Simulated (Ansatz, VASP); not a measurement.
# Na2S: VASP beside Ansatz

```
Na S
1.0
     0.00000    3.27350    3.27350
     3.27350    0.00000    3.27350
     3.27350    3.27350    0.00000
Na S
2 1
Direct
  0.25000 0.25000 0.25000
  0.75000 0.75000 0.75000
  0.00000 0.00000 0.00000
```

Alike in both runs: task single point; functional PBE; k mesh 8 × 8 × 8; occupations gaussian, width 0.02 eV; no spin polarisation.

|  | VASP | Ansatz |
| --- | --- | --- |
| version | VASP 6.6.1 | Ansatz 0.2.0 |
| potentials or method | VASP PAW PBE potentials, release 64 (Na_pv, S) | scalar-relativistic, plane waves, PAW |
| plane-wave cutoff (eV) | 520 | 420 |
| valence electrons in the cell | 20 | 24 |

```csv
,VASP,Ansatz,Ansatz less VASP
gap on the k mesh at the Fermi level (eV),2.48,2.48,+0.002
least direct gap on the mesh (eV),2.48,2.48,+0.002
pressure (GPa),0.3,0.3,-0.02
```

With one functional, cell and mesh, what is left measures potentials, basis and numerics. The two sets of potentials don't hold the same shells in valence.

A k mesh can miss the band edges.
